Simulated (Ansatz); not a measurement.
Wanted: the native input for an Ansatz 0.2.0 run.

| Quantity | Value |
| --- | --- |
| Task | band structure |
| Functional | r2SCAN50 |
| Potentials or basis | Ansatz PAW |
| Cutoff | 500 eV (not typed: the program's choice for these potentials) |
| k mesh | 4 × 4 × 3 |
| Occupations | fermi-dirac, width 0.05 eV |
| Spin | no spin polarisation |
| Path | [["X", "G", "Y"], ["L", "G", "Z"], ["N", "G", "M"], ["R", "G"]] |
| Points for each segment of the path | 4 |

The system is InSe.

```
CELL_PARAMETERS angstrom
5.82639 -2.05465 0.00000
5.82639 2.05465 0.00000
-1.72323 0.00000 4.77135
ATOMIC_POSITIONS crystal
In 0.88820 0.88820 0.04684
In 0.11180 0.11180 0.95316
Se 0.66093 0.66093 0.66896
Se 0.33907 0.33907 0.33104
```

The cell comes from a database or a generator and needn't be the stable form of this composition.

The input as run:

input

```
crystal:
  lattice:
    - [5.8263928781, -2.054648955, 0.0]
    - [5.8263928781, 2.054648955, 0.0]
    - [-1.723233014, 0.0, 4.7713478577]
  atoms:
    - { symbol: In, position: [0.88820325, 0.88820325, 0.04684136] }
    - { symbol: In, position: [0.11179675, 0.11179675, 0.95315864] }
    - { symbol: Se, position: [0.66092759, 0.66092759, 0.66895562] }
    - { symbol: Se, position: [0.33907241, 0.33907241, 0.33104438] }
hamiltonian:
  xc: r2scan50
  pseudopotentials: { kind: paw }
kpoints:
  mp_grid: { grid: [4, 4, 3] }
  band_path:
    path:
      - [[0.0, 0.5, 0.0], [0.0, 0.0, 0.0], [0.0, 0.0, -0.5]]
      - [[0.0, 0.5, -0.5], [0.0, 0.0, 0.0], [-0.5, -0.5, 0.5]]
      - [[-0.5, 0.0, 0.5], [0.0, 0.0, 0.0], [-0.5, -0.5, 0.0]]
      - [[-0.5, 0.0, 0.0], [0.0, 0.0, 0.0]]
    npoints: 4
scf:
  occupations: { method: fermi_dirac, width: 0.05 }
  n_extra_bands: 10
output:
  forces: true
  stress: true
  eigenvalues: true
  fatbands: false
```

It gave:

The pressure is -2.4 GPa and the largest force is 0.469 eV/Å. The band gap on the k mesh is 4.22 eV, indirect (least direct gap 4.31 eV) and the band gap along the path is 4.00 eV, indirect (least direct gap 4.38 eV).

Caveat: the k mesh is coarse (spacing up to 0.44 Å⁻¹), so the values aren't converged, least of all with exact exchange; the k mesh misses the band edges, so the gap on the mesh is wider than the one along the path; spin-orbit coupling is left out, which moves the levels of the heavy elements; the PAW data sets come from PBE, with cores solved anew for the run's functional, which leaves a small shift of forces and pressure; the thresholds are loose for stress.

It took 72 s on 1 × NVIDIA H100 80GB HBM3 with 2 threads of AMD EPYC 7R13 Processor (Zen 3) (shared host), peak memory 2.7 GiB.
